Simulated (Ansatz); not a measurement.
## Eigenvalues along a path: TaN (WC type)

```
Ta N
1.0
     2.95015    0.00000    0.00000
    -1.47508    2.55491    0.00000
     0.00000    0.00000    2.89773
Ta N
1 1
Direct
  0.00000 0.00000 0.00000
  0.33333 0.66667 0.50000
```

The cell comes from a relaxation on PAW files under the same functional, begun from a prototype that needn't be the stable phase.

All numbers are PBE results (scalar-relativistic) from Ansatz 0.2.0, with a Γ-centred 15×15×13 k mesh, Fermi–Dirac smearing of 0.05 eV, no spin polarisation. Methods: LAPW: all electrons, basis error target 1 meV/atom.

Spin–orbit coupling is left out, which matters for the heavy atoms.

Path points, in fractions of the reciprocal vectors: Γ (0.000, 0.000, 0.000), M (0.500, 0.000, 0.000), K (0.333, 0.333, 0.000), A (0.000, 0.000, 0.500), L (0.500, 0.000, 0.500), H (0.333, 0.333, 0.500). Levels in eV from the Fermi level; bands 14 to 28, counted from the lowest band of the run. The gap is zero, the pressure 0.21 GPa.

```
# k(1/Å) point b14 b15 b16 b17 b18 b19 b20 b21 b22 b23 b24 b25 b26 b27 b28
0.000 Γ -20.26 -20.25 -20.25 -20.24 -20.24 -20.23 -20.16 -17.65 -4.51 -4.51 -4.15 -2.93 2.10 3.49 3.49
0.176 - -20.26 -20.25 -20.25 -20.24 -20.24 -20.23 -20.16 -17.55 -4.84 -4.43 -4.00 -3.08 2.48 3.28 3.51
0.351 - -20.25 -20.25 -20.24 -20.24 -20.24 -20.22 -20.17 -17.26 -5.55 -4.22 -3.65 -3.46 2.68 3.49 3.59
0.527 - -20.26 -20.25 -20.25 -20.24 -20.23 -20.22 -20.18 -16.84 -6.37 -3.95 -3.92 -3.23 2.20 3.52 3.77
0.703 - -20.27 -20.25 -20.25 -20.24 -20.22 -20.21 -20.19 -16.35 -7.12 -4.42 -3.61 -3.01 2.15 3.31 4.11
0.878 - -20.28 -20.26 -20.25 -20.23 -20.21 -20.20 -20.20 -15.89 -7.71 -4.81 -3.37 -3.10 2.72 3.12 4.57
1.054 - -20.28 -20.26 -20.25 -20.23 -20.21 -20.20 -20.19 -15.56 -8.08 -5.06 -3.33 -3.21 3.00 3.54 5.01
1.230 M -20.29 -20.26 -20.26 -20.23 -20.21 -20.20 -20.19 -15.44 -8.21 -5.14 -3.43 -3.16 2.96 3.93 5.11
1.331 - -20.28 -20.26 -20.26 -20.23 -20.21 -20.20 -20.19 -15.42 -8.18 -5.14 -3.73 -2.86 2.77 3.86 4.87
1.432 - -20.28 -20.26 -20.26 -20.23 -20.21 -20.20 -20.19 -15.37 -8.11 -5.13 -4.13 -2.41 2.37 3.61 4.29
1.534 - -20.28 -20.26 -20.25 -20.23 -20.21 -20.20 -20.19 -15.31 -7.98 -5.12 -4.55 -1.91 1.94 3.15 3.80
1.635 - -20.28 -20.26 -20.25 -20.23 -20.22 -20.20 -20.19 -15.23 -7.83 -5.11 -4.95 -1.34 1.56 2.57 3.40
1.737 - -20.28 -20.26 -20.25 -20.23 -20.22 -20.20 -20.18 -15.16 -7.67 -5.32 -5.11 -0.72 1.28 2.04 3.00
1.838 - -20.28 -20.27 -20.25 -20.24 -20.22 -20.20 -20.18 -15.10 -7.54 -5.58 -5.11 -0.15 1.11 1.65 2.63
1.940 K -20.28 -20.27 -20.25 -20.24 -20.22 -20.20 -20.18 -15.08 -7.49 -5.67 -5.11 0.11 1.05 1.54 2.43
2.142 - -20.28 -20.26 -20.25 -20.24 -20.22 -20.20 -20.18 -15.19 -7.60 -5.35 -5.08 -0.47 1.25 1.32 3.39
2.345 - -20.28 -20.26 -20.25 -20.24 -20.21 -20.20 -20.19 -15.51 -7.62 -4.94 -4.72 -1.37 1.17 1.78 4.54
2.548 - -20.27 -20.25 -20.25 -20.24 -20.21 -20.21 -20.20 -16.02 -7.30 -4.63 -4.16 -2.23 1.34 2.46 4.70
2.751 - -20.26 -20.25 -20.25 -20.24 -20.22 -20.21 -20.19 -16.61 -6.65 -4.16 -3.97 -2.94 1.80 3.11 4.10
2.954 - -20.26 -20.25 -20.24 -20.24 -20.24 -20.22 -20.17 -17.14 -5.79 -4.16 -3.61 -3.51 2.48 3.59 3.65
3.157 - -20.26 -20.25 -20.25 -20.24 -20.24 -20.23 -20.16 -17.51 -4.93 -4.41 -3.96 -3.13 2.59 3.21 3.52
3.359 Γ -20.26 -20.25 -20.25 -20.24 -20.24 -20.23 -20.16 -17.65 -4.51 -4.51 -4.15 -2.93 2.10 3.49 3.49
3.514 - -20.26 -20.25 -20.25 -20.24 -20.24 -20.23 -20.16 -17.55 -4.58 -4.47 -4.47 -2.58 2.29 2.80 2.80
3.669 - -20.26 -20.25 -20.25 -20.24 -20.24 -20.24 -20.16 -17.26 -5.44 -4.35 -4.35 -1.85 1.91 1.91 2.79
3.824 - -20.25 -20.25 -20.25 -20.25 -20.23 -20.23 -20.16 -16.81 -6.45 -4.18 -4.18 -0.90 1.11 1.11 3.50
3.979 - -20.26 -20.26 -20.26 -20.25 -20.22 -20.22 -20.16 -16.27 -7.46 -3.99 -3.99 0.20 0.50 0.50 4.35
4.134 - -20.27 -20.26 -20.26 -20.24 -20.22 -20.22 -20.16 -15.73 -8.37 -3.83 -3.83 0.12 0.12 1.27 3.86
4.289 - -20.28 -20.26 -20.26 -20.24 -20.21 -20.21 -20.16 -15.29 -9.02 -3.73 -3.73 -0.05 -0.05 2.05 3.44
4.444 A -20.28 -20.26 -20.26 -20.24 -20.21 -20.21 -20.16 -15.12 -9.27 -3.70 -3.70 -0.09 -0.09 2.33 3.28
4.619 - -20.28 -20.26 -20.26 -20.24 -20.21 -20.21 -20.16 -15.15 -9.11 -3.84 -3.83 -0.45 0.08 2.68 3.17
4.795 - -20.28 -20.26 -20.26 -20.23 -20.22 -20.21 -20.17 -15.23 -8.70 -4.18 -4.17 -1.09 0.60 3.01 3.35
4.971 - -20.29 -20.26 -20.25 -20.22 -20.22 -20.21 -20.18 -15.34 -8.14 -4.69 -4.60 -1.55 1.44 3.04 4.04
5.146 - -20.29 -20.25 -20.25 -20.23 -20.22 -20.21 -20.19 -15.47 -7.65 -5.24 -5.01 -1.61 2.52 3.27 4.67
5.322 - -20.30 -20.25 -20.24 -20.23 -20.22 -20.20 -20.19 -15.58 -7.37 -5.72 -5.33 -1.22 3.62 3.72 5.24
5.498 - -20.30 -20.24 -20.24 -20.24 -20.23 -20.20 -20.19 -15.66 -7.27 -6.03 -5.54 -0.67 3.93 4.79 5.71
5.673 L -20.30 -20.24 -20.24 -20.24 -20.23 -20.20 -20.19 -15.69 -7.26 -6.14 -5.61 -0.40 4.05 5.25 5.91
5.775 - -20.30 -20.24 -20.24 -20.24 -20.23 -20.20 -20.19 -15.69 -7.22 -6.43 -5.33 -0.42 4.06 5.28 5.92
5.876 - -20.30 -20.24 -20.24 -20.24 -20.23 -20.20 -20.19 -15.68 -7.11 -6.87 -4.92 -0.48 4.08 5.36 5.94
5.977 - -20.30 -20.24 -20.24 -20.24 -20.23 -20.21 -20.18 -15.66 -7.28 -6.95 -4.55 -0.53 4.13 5.37 6.03
6.079 - -20.29 -20.25 -20.24 -20.23 -20.23 -20.21 -20.18 -15.64 -7.63 -6.78 -4.25 -0.55 4.19 5.29 6.20
6.180 - -20.29 -20.25 -20.24 -20.23 -20.23 -20.21 -20.18 -15.63 -7.89 -6.64 -4.05 -0.51 4.26 5.14 6.38
6.282 - -20.29 -20.25 -20.24 -20.23 -20.23 -20.22 -20.18 -15.62 -8.05 -6.54 -3.94 -0.43 4.32 4.99 6.52
6.383 H -20.29 -20.25 -20.25 -20.23 -20.23 -20.22 -20.18 -15.62 -8.11 -6.51 -3.90 -0.39 4.34 4.93 6.57
6.586 - -20.29 -20.25 -20.24 -20.23 -20.23 -20.22 -20.18 -15.62 -7.89 -6.61 -4.00 -0.64 4.22 5.07 6.34
6.789 - -20.29 -20.25 -20.24 -20.23 -20.22 -20.21 -20.19 -15.60 -7.30 -6.85 -4.17 -1.24 3.87 4.70 5.71
6.992 - -20.29 -20.26 -20.24 -20.23 -20.22 -20.20 -20.20 -15.52 -7.25 -6.44 -4.29 -1.72 3.43 3.43 5.04
7.194 - -20.29 -20.26 -20.25 -20.22 -20.22 -20.21 -20.19 -15.40 -7.85 -5.45 -4.27 -1.75 1.99 3.09 4.33
7.397 - -20.28 -20.26 -20.26 -20.23 -20.22 -20.21 -20.17 -15.26 -8.53 -4.53 -4.09 -1.29 0.85 2.98 3.57
7.600 - -20.28 -20.27 -20.26 -20.24 -20.21 -20.21 -20.16 -15.15 -9.06 -3.91 -3.84 -0.55 0.14 2.77 3.14
7.803 A -20.28 -20.26 -20.26 -20.24 -20.21 -20.21 -20.16 -15.12 -9.27 -3.70 -3.70 -0.09 -0.09 2.33 3.28
```
